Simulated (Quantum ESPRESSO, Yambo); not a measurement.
# Quasiparticle gap of GaAs (F-43m) in Yambo, part 2 of 3

Aim: the G0W0 gap of GaAs (F-43m) on PBE, step by step.

Quantum ESPRESSO 7.5 and Yambo 5.3.0; PBE and many-body steps on it, plane waves. Known limits of the many-body steps: not at the basis limit; no spin-orbit coupling; coarse k mesh.

So far. Step 2 (Ground state): The gap is direct, at Γ. Step 3 (Bands along the symmetry lines): The gap is 0.518 eV, as in the run before at this level.

## (4) Empty states on the mesh, 4×4×4 mesh, 124 bands

Level of this step: DFT, PBE, plane waves, norm-conserving pseudopotentials (Quantum ESPRESSO).

The sums over transitions need many empty states on a uniform mesh; this step solves for them.

File pw.in:

```
&control
  calculation = 'nscf'
  prefix = 'x'
  outdir = 'o'
  pseudo_dir = 'pseudo'
/
&system
  ibrav = 0
  nat = 2
  ntyp = 2
  ecutwfc = 104.0
  nbnd = 124
  force_symmorphic = .true.
/
&electrons
  conv_thr = 1e-9
  electron_maxstep = 80
  diago_full_acc = .true.
  diago_thr_init = 5e-6
/
ATOMIC_SPECIES
  Ga 69.723 Ga.upf
  As 74.922 As.upf
CELL_PARAMETERS angstrom
  0.0000000000 2.8268500000 2.8268500000
  2.8268500000 0.0000000000 2.8268500000
  2.8268500000 2.8268500000 0.0000000000
ATOMIC_POSITIONS crystal
  Ga 0.0000000000 0.0000000000 0.0000000000
  As 0.2500000000 0.2500000000 0.2500000000
K_POINTS automatic
  4 4 4 0 0 0
```

On the command line:

```bash
$ OMP_NUM_THREADS=1 mpirun -n 4 pw.x -nk 4 -in pw.in > pw.out
```

Output:

```text
[banner, memory and clock lines left out]
Program PWSCF v.7.5 starts

     Atomic positions and unit cell read from directory:
     o/x.save/

     Message from routine setup:
     using ibrav=0 with symmetry is DISCOURAGED, use correct ibrav instead

     G-vector sticks info

     bravais-lattice index     =            0
     lattice parameter (alat)  =       7.5547  a.u.
     unit-cell volume          =     304.8842 (a.u.)^3
     number of atoms/cell      =            2
     number of atomic types    =            2
     number of electrons       =        44.00
     number of Kohn-Sham states=          124
     kinetic-energy cutoff     =     104.0000  Ry
     charge density cutoff     =     416.0000  Ry
     Exchange-correlation= PBE
                           (   1   4   3   4   0   0   0)

     celldm(1)=   7.554690  celldm(2)=   0.000000  celldm(3)=   0.000000
     celldm(4)=   0.000000  celldm(5)=   0.000000  celldm(6)=   0.000000

     crystal axes: (cart. coord. in units of alat)
               a(1) = (   0.000000   0.707107   0.707107 )
               a(2) = (   0.707107   0.000000   0.707107 )
               a(3) = (   0.707107   0.707107   0.000000 )

     reciprocal axes: (cart. coord. in units 2 pi/alat)
               b(1) = ( -0.707107  0.707107  0.707107 )
               b(2) = (  0.707107 -0.707107  0.707107 )
               b(3) = (  0.707107  0.707107 -0.707107 )
     Pseudo is Norm-conserving + core correction, Zval = 21.0
     Generated using ONCVPSP code by D. R. Hamann
     Using radial grid of 1902 points,  6 beta functions with:
     Pseudo is Norm-conserving + core correction, Zval = 23.0
     Generated using ONCVPSP code by D. R. Hamann
     Using radial grid of 1358 points,  6 beta functions with:
     Ga               21.00    69.72300     Ga( 1.00)
     As               23.00    74.92200     As( 1.00)

     24 Sym. Ops. (no inversion) found

   Cartesian axes

     site n.     atom                  positions (alat units)
         1        Ga     tau(   1) = (   0.0000000   0.0000000   0.0000000  )
         2        As     tau(   2) = (   0.3535534   0.3535534   0.3535534  )

     number of k points=     8
                       cart. coord. in units 2pi/alat
        k(    1) = (   0.0000000   0.0000000   0.0000000), wk =   0.0312500
        k(    2) = (   0.1767767   0.1767767  -0.1767767), wk =   0.2500000
        k(    3) = (  -0.3535534  -0.3535534   0.3535534), wk =   0.1250000
[...]
k(    7) = (  -0.7071068   0.0000000   0.0000000), wk =   0.0937500
        k(    8) = (  -0.7071068   0.3535534   0.0000000), wk =   0.1875000

     Dense  grid:    43655 G-vectors     FFT dimensions: (  50,  50,  50)

     The potential is recalculated from file :
     o/x.save/charge-density

     Starting wfcs are   26 randomized atomic wfcs +   98 random wfcs

     Band Structure Calculation

     End of band structure calculation

          k = 0.0000 0.0000 0.0000 (  5577 PWs)   bands (ev):

  -174.9302-133.8474-118.3121-118.3121-118.3121 -84.5719 -84.5719 -84.5719
   -25.3230 -25.3230 -25.3230 -25.3139 -25.3139  -4.9669  -4.9669  -4.9669
    -4.8900  -4.8900  -2.8987   9.8275   9.8275   9.8275  10.3456  13.5642
    13.5642  13.5642  17.4293  19.9896  19.9896  21.3957  21.3957  21.3957
[...]
[... 4 further rows ...]
[...]
96.3436  96.3436  96.9545  96.9545

          k = 0.1768 0.1768-0.1768 (  5459 PWs)   bands (ev):

  -174.9302-133.8473-118.3121-118.3121-118.3121 -84.5717 -84.5717 -84.5717
[...]
[... 4 further rows ...]
[...]
99.7919 100.2479 100.6334 100.6334

          k =-0.3536-0.3536 0.3536 (  5444 PWs)   bands (ev):

  -174.9302-133.8473-118.3121-118.3121-118.3121 -84.5717 -84.5717 -84.5717
[...]
66.3909  66.3909  66.8454  68.4226  68.4226  68.6866  68.6866  68.7091
     [... 4 further rows ...]
    95.7229  95.7229  96.3827  96.3827  96.5790  96.8161  97.0642  97.0642
    97.8354  97.8354  98.1728 100.6336

          k = 0.3536 0.0000 0.0000 (  5457 PWs)   bands (ev):

     [... further k-points ...]

     highest occupied, lowest unoccupied level (ev):     9.8275   10.3456

     XML data file, pseudopotentials, collected wavefunctions
```

Wall time 12 s (4 MPI ranks of Arm Neoverse V1, shared host); peak memory 0.43 GiB.

Numbers from this step:

* gap: 0.5181 eV
* k of the valence top: 0, 0, 0
* k of the conduction bottom: 0, 0, 0
* least direct gap: 0.5181 eV
* k points computed: 8
* lowest point of the top converged band, above the valence top: 87.1270 eV

On this mesh the gap is 0.518 eV.

## (5) Conversion and set-up

This step: Yambo 5.3.0; conversion and set-up on PBE, plane waves, norm-conserving pseudopotentials.

The states are converted to the many-body program's format and the q mesh is built.

On the command line:

```bash
$ (cd o/x.save; p2y > p2y.log; mv SAVE ../..); yambo > setup.log
```

Output:

```text
 Yambo, version 5.3.0

 [02] CORE Variables Setup
 =========================

  [02.01] Unit cells
  ==================

  Cell kind             :  FCC
  Atoms in the cell     :  Ga  As
  number of Ga atoms    :  1
  number of As atoms    :  1

  List of atomic masses
  Mass of Ga    :  69.72300
  Mass of As    :  74.92200

  List of atomic coordinates    : [cc]
  Ga1       :  0.000000  0.000000  0.000000  order 1
  As1       :  2.670986  2.670986  2.670986  order 2

  Alat factors          :  5.341972  5.341972  5.341972 [a.u.]
  Direct lattice volume :  304.8842 [a.u.]
  Direct lattice vectors:  A[ 1 ]  A[ 2 ]  A[ 3 ]
   A[ 1 ]:  0.000000  1.000000  1.000000  [iru]
   0.000000  5.341972  5.341972  [cc]
   A[ 2 ]:  1.000000  0.000000  1.000000  [iru]
   5.341972  0.000000  5.341972  [cc]
   A[ 3 ]:  1.000000  1.000000  0.000000  [iru]
   5.341972  5.341972  0.000000  [cc]

  Recip. lattice volume :  0.813588 [a.u.]
  Recip. lattice vectors:  B[ 1 ]  B[ 2 ]  B[ 3 ]
   B[ 1 ]: -0.500000  0.500000  0.500000  [iku]
  -0.588096  0.588096  0.588096  [cc]
   B[ 2 ]:  0.500000 -0.500000  0.500000  [iku]
   0.588096 -0.588096  0.588096  [cc]
   B[ 3 ]:  0.500000  0.500000 -0.500000  [iku]
   0.588096  0.588096 -0.588096  [cc]

  [02.02] Symmetries
  ==================

  Inversion symmetry    : yes
  Spatial inversion     : no
  Inversion index       :  25
  K-space Time-reversal : yes
  Magnetic symmetries   : no
  Time-reversal derived K-space symmetries:   25   48
  Group table correct   : yes
  Symmetries units      :  [cc]

   [S  1]:   1.0000      0.14712E-16  0.14712E-16  0.14712E-16   1.0000     -0.14712E-16 -0.14712E-16 -0.14712E-16   1.0000
   [S  2]:  -1.0000     -0.14712E-16  0.14712E-16 -0.14712E-16  -1.0000     -0.14712E-16  0.14712E-16  0.14712E-16   1.0000
   [S  3]:  -1.0000      0.14712E-16 -0.14712E-16 -0.14712E-16   1.0000      0.14712E-16  0.14712E-16 -0.14712E-16  -1.0000
[...]
[S  9]:  0.14712E-16   1.0000      0.14712E-16 -0.14712E-16  0.14712E-16   1.0000       1.0000     -0.14712E-16 -0.14712E-16
   [S 10]:  0.14712E-16  -1.0000     -0.14712E-16 -0.14712E-16 -0.14712E-16  -1.0000       1.0000      0.14712E-16  0.14712E-16
     [... 36 further rows ...]
   [S*47]:   1.0000      0.14712E-16 -0.14712E-16  0.14712E-16 -0.14712E-16  -1.0000     -0.14712E-16   1.0000      0.14712E-16
   [S*48]:   1.0000     -0.14712E-16  0.14712E-16  0.14712E-16  0.14712E-16   1.0000     -0.14712E-16  -1.0000     -0.14712E-16

  [02.03] Reciprocal space
  ========================

  nG shells         :   403
  nG charge         :   43655
  nG WFs            :   6501
  nC WFs            :   5577
  G-vecs. in first 40 shells:  [ Number ]
     1    9   15   27   51   59   65   89  113
    137   169   181   229   259   283   307   331   339
    387   411   459   531   537   561   609   645   701
[...]
1139  1211  1243  1291
  ...
[...]
K/Q-points units:
  rlu = crystal or reduced units; cc = cartesian coordinates; iku = interal k-units

  K [1]          [rlu]:  0.000000  0.000000  0.000000
         WF components:   5577
  K [2]          [rlu]: -0.91587E-18 -0.91587E-18  0.25000
         WF components:   5459
  K [3]          [rlu]:  0.18317E-17  0.18317E-17 -0.50000
         WF components:   5444
  K [4]          [rlu]: -0.26116E-17  0.25000      0.25000
         WF components:   5457
  K [5]          [rlu]:  0.18030E-16  0.25000     -0.50000
         WF components:   5467
  [... 2 further k-points ...]
  K [8]          [rlu]:  0.250000 -0.500000 -0.250000
         WF components:   5440

  [02.05] Energies & Occupations
  ==============================

  [X] === General ===
  [X] Electronic Temperature                        :  0.000000  0.000000 [eV K]
  [X] Bosonic    Temperature                        :  0.000000  0.000000 [eV K]
  [X] Finite Temperature mode                       : no
  [X] El. density                                   :  0.97390E+24 [cm-3]
  [X] Fermi Level                                   :  9.827511 [eV]

  [X] === Gaps and Widths ===
  [X] Conduction Band Min                           :  0.518057 [eV]
  [X] Valence Band Max                              :  0.000000 [eV]
  [X] Filled Bands                                  :  22
  [X] Empty Bands                                   :   23  124
  [X] Direct Gap                                    :  0.518057 [eV]
  [X] Direct Gap localized at k                     :  1
  [X] Indirect Gap                                  :  0.518057 [eV]
  [X] Indirect Gap between kpts                     :  1  1
  [X] Last valence band width                       :  3.339194 [eV]
  [X] 1st conduction band width                     :  4.106600 [eV]

  E @ K [1]:  [eV]
  -184.7577 -143.6748 -128.1396 -128.1396 -128.1396  -94.3994  -94.3994  -94.3994
  -35.15048 -35.15048 -35.15048 -35.14141 -35.14141 -14.79439 -14.79439 -14.79439
   -14.717      -14.717      -12.726     -0.33065E-09 -0.16342E-09   0.0000      0.51806       3.7367
[...]
occ @ K [1]
[...]
E @ K [2]:  [eV]
[...]
occ @ K [2]
[...]
E @ K [3]:  [eV]
[...]
occ @ K [3]
[...]
E @ K [4]:  [eV]
[...]
occ @ K [4]
[...]
E @ K [5]:  [eV]
[...]
occ @ K [5]
[...]
[... 2 further k-points ...]
  E @ K [8]:  [eV]
[...]
occ @ K [8]
[...]
0.000000  0.000000  0.000000  0.000000  0.000000  0.000000  0.000000  0.000000
   0.000000  0.000000  0.000000  0.000000  0.000000  0.000000  0.000000  0.000000

 [03] Transferred momenta grid and indexing
 ==========================================

 IBZ Q-points                                      :   8
 BZ  Q-points                                      :   64

 K/Q-points units:
 rlu = crystal or reduced units; cc = cartesian coordinates; iku = interal k-units

 Q [1]          [rlu]:  0.000000  0.000000  0.000000
 Q [2]          [rlu]: -0.91587E-18 -0.91587E-18  0.25000
 Q [3]          [rlu]:  0.18317E-17  0.18317E-17 -0.50000
[...]
Q [7]          [rlu]:  0.52231E-17 -0.50000     -0.50000
 Q [8]          [rlu]:  0.250000 -0.500000 -0.250000

  [03.01] X indexes
  =================

   [03.01.01] Sigma indexes
   ========================

 [06] Game Over & Game summary
```

The job ended after 3.3 s (1 MPI rank; peak memory 0.26 GiB).

(Part 2 of 3 ends here.)

[Paths, hosts, dates, memory and timing lines, banners, echoed tables and standing remarks are left out of the program output.]

[Logs are printed without paths, hosts, clocks, repeated set-up lines and the standing remarks that a program may print on its own settings, such as how far it seeks lower states.]

[Runs of the session that timed out or met a known fault of the program may be left out.]

[Hosts, paths, dates, database ids (printed as entryN), source tags and the programs' standing remarks are cut or masked in the printed files.]
